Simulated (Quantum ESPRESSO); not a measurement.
**TePb under changes of volume**

One of the cells (32.055 Å³/atom); the others are scaled copies at fixed shape and fractional positions:

```xyz
2
Lattice="4.0023 0.0000 0.0000 0.0000 4.0023 0.0000 0.0000 0.0000 4.0023" Properties=species:S:1:pos:R:3 pbc="T T T"
Pb    0.0000    0.0000    0.0000
Te    2.0011    2.0011    2.0011
```

Measurements of this composition are mostly on another form, of space group No. 225.

| Property | Result |
| --- | --- |
| Program | Quantum ESPRESSO 7.5 |
| Functional | PBE |
| Potentials or basis | PseudoDojo 0.4.1 SR PBE standard |
| Cutoff | 1088 eV |
| Density cutoff | 4354 eV |
| k mesh | 7 × 7 × 7 |
| Occupations | fermi-dirac, width 0.05 eV |
| Spin | no spin polarisation |

| volume (Å³/atom) | energy over the lowest point (meV/atom) | pressure (GPa) |
| --- | --- | --- |
| 30.132 | 17.05 | 2.8 |
| 30.773 | 7.57 | 1.8 |
| 31.414 | ? | ? |
| 32.055 | 0.00 | 0.0 |
| 32.696 | 1.26 | -0.8 |
| 33.337 | 5.49 | -1.5 |
| 33.978 | 12.41 | -2.1 |

Question: What does the run at 31.414 Å³/atom give?

Answer: Energy over the lowest point 2.00 meV/atom; pressure 0.9 GPa.

Worked out: A Birch-Murnaghan fit of order 3 (a polynomial in V^(-2/3)) to the other rows has its minimum at 32.12 Å³/atom with B0 = V·E''(V) = 40 GPa and B' = 3.6. It gives 2.00 meV/atom at 31.414 Å³/atom, against the run's 2.00, and -dE/dV = 0.9 GPa, against 0.9.

Energies are extrapolated to zero smearing.
